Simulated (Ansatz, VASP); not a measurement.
## N in VASP and in Ansatz

```xyz
2
Lattice="2.6142 0.0000 0.0000 -1.3071 2.2639 0.0000 0.0000 0.0000 2.4859" Properties=species:S:1:pos:R:3 pbc="T T T"
N     1.3071    0.7546    0.6215
N     0.0000    1.5093    1.8644
```

Alike in both runs: functional PBE; dispersion D3(BJ); k mesh 18 × 18 × 16; occupations gaussian, width 0.1 eV; no spin polarisation.

Ansatz relaxed the structure, and its values are those at the end. VASP's run is a single point on that final structure, the one shown.

|  | VASP | Ansatz |
| --- | --- | --- |
| version | VASP 6.6.1 | Ansatz 0.2.0 |
| potentials or method | VASP PAW PBE potentials, release 64 (N) | scalar-relativistic, plane waves, PAW |
| plane-wave cutoff (eV) | 520 | 420 |
| valence electrons in the cell | 10 | 10 |

```csv
,VASP,Ansatz,Ansatz less VASP
gap on the k mesh at the Fermi level (eV),none,none,-
pressure (GPa),-0.1,0.0,+0.08
```

A gap of «none» marks a metal or a gap that the smearing closes. Ansatz warned: «dispersion_switch_in_reach».

Caveats: pairwise dispersion overbinds metals, which lowers pressure and volume.
